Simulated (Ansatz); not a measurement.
# CsSnBr3: the cost of one run

Method: DFT PBEsol, scalar-relativistic, plane waves, PAW, in Ansatz 0.2.0.

That is the level of the relaxation; later steps name their own.

## (1) The starting structure

It takes space group Pm-3m (No. 221, cubic). Conventional cell: a = 5.839 Å, b = 5.839 Å, c = 5.839 Å, α = 90.00°, β = 90.00°, γ = 90.00°. Cs (site symmetry m-3m) has 12 Br at 4.13 Å as nearest neighbours. Around Sn (site symmetry m-3m) lie 6 Br at 2.92 Å. Br (site symmetry 4/mmm) has 2 Sn at 2.92 Å and 4 Cs at 4.13 Å as nearest neighbours.

Coordinates:

```
Cs Sn Br
1.0
     5.83901    0.00000    0.00000
     0.00000    5.83901    0.00000
     0.00000    0.00000    5.83901
Cs Sn Br
1 1 3
Direct
  0.00000 0.00000 0.00000
  0.50000 0.50000 0.50000
  0.50000 0.00000 0.50000
  0.50000 0.50000 0.00000
  0.00000 0.50000 0.50000
```

Source of the structure: the Materials Project (structure only).

(A quick probe on a coarse mesh, which set the mesh and smearing, is not shown.)

## (3) The relaxation

The input, input.yaml:

```yaml
crystal:
  lattice:
    - [5.83900561, 0.0, 0.0]
    - [0.0, 5.83900561, 0.0]
    - [0.0, 0.0, 5.83900561]
  atoms:
    - { symbol: Cs, position: [0.0, 0.0, 0.0] }
    - { symbol: Sn, position: [0.5, 0.5, 0.5] }
    - { symbol: Br, position: [0.5, 0.0, 0.5] }
    - { symbol: Br, position: [0.5, 0.5, 0.0] }
    - { symbol: Br, position: [0.0, 0.5, 0.5] }
basis:
  ecutwfc: 420
kpoints:
  mp_grid: { grid: [6, 6, 6] }
hamiltonian:
  xc: pbesol
scf:
  occupations: { method: gaussian, width: 0.02 }
output:
  forces: true
  stress: true
  eigenvalues: true
relax:
  adjacent_minimum: "off"
  f_tol: 0.005
  max_steps: 80
  cell: { stress_tol: 0.05 }
```

Run with:

```sh
$ ansatz run input.yaml --threads 4 --pin off --max-ram 10240MiB --backend cpu --events-out ev --progress --plain --runs-dir out
```

Q: Estimate wall time and peak memory on 4 threads of Arm Neoverse V1, shared host.

About 7.9 s, with a peak of 0.56 GiB.
